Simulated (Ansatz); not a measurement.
# AlN: energy against volume in PBE, exact exchange and the RPA

An exercise on one series of results from a longer session: the logs are not shown, and one member is left open.

The runs shown are made with Ansatz 0.2.0. PBE orbitals, norm-conserving pseudopotentials, plane waves. The structure was generated, not taken from experiment, and needn't be the ground state; spin polarisation is off.

## The cell

The cell was relaxed beforehand with r2SCAN; volume changes: +0 %, -5 %, +5 %, -10 %, +10 %.

Space group P6_3/mmc (No. 194), hexagonal; a = 2.833 Å, c = 4.841 Å in the conventional setting, 8.41 Å³ an atom. Around Al lie 6 N at 2.03 Å; around N lie 6 Al at 2.03 Å.

The structure in full:

```
Al N
1.0
     2.83285    0.00000    0.00000
    -1.41643    2.45332    0.00000
     0.00000    0.00000    4.84101
Al N
2 2
Direct
  0.00000 0.00000 0.00000
  0.00000 0.00000 0.50000
  0.33333 0.66667 0.25000
  0.66667 0.33333 0.75000
```

Set-up of the first run:

Input file input.yaml:

```yaml
crystal:
  lattice:
    - [2.8328531118, 0.0, 0.0]
    - [-1.4164265559, 2.45332276, 0.0]
    - [0.0, 0.0, 4.8410108361]
  atoms:
    - { symbol: Al, position: [0.0, 0.0, 0.0] }
    - { symbol: Al, position: [0.0, 0.0, 0.5] }
    - { symbol: "N", position: [0.3333333333, 0.6666666667, 0.25] }
    - { symbol: "N", position: [0.6666666667, 0.3333333333, 0.75] }
kpoints:
  mp_grid: { grid: [6, 6, 4] }
hamiltonian:
  xc: pbe
  pseudopotentials: { kind: nc }
scf:
  occupations: { method: fixed }
output:
  rpa_energy:
    ecut_chi_ladder: [171, 192, 213, 236, 260]
    long_wavelength: optical_limit
  write_density: true
  write_potential: true
  elf: true
  volumetric_format: npy
basis:
  ecutwfc: 1240.0
```

Among the steps run: The unscaled cell; Volume -5 %; Volume +5 %; Volume -10 %; Volume +10 %.

One table of the session follows, with a row left open; its other results are not shown here.

It belongs to the step «The three curves». Energies in meV/atom from the unscaled cell:

```
volume (Å³/atom)    PBE  exact exchange  EXX+RPA  RPA correlation
           7.570  115.4            32.8     88.8             56.0
           7.991      ?               ?        ?                ?
           8.411    0.0             0.0      0.0              0.0
           8.832   -0.5            43.0     12.0            -31.0
           9.252   26.2           114.4     51.1            -63.3
```

Q: Estimate the row for volume (Å³/atom) = 7.991 from the others.

Worked estimate for «PBE». A straight line through the neighbours (7.570, 115.4) and (8.411, 0.0) gives 115.4 + (0.0 − 115.4) × (7.991 − 7.570) / (8.411 − 7.570) = 57.6; a parabola fitted to 3 rows on both sides gives 38.6.

The run gave: PBE: 35.4; exact exchange: -6.5; EXX+RPA: 23.0; RPA correlation: 29.5. In «PBE» the line misses by +22.2 and the parabola by +3.2.
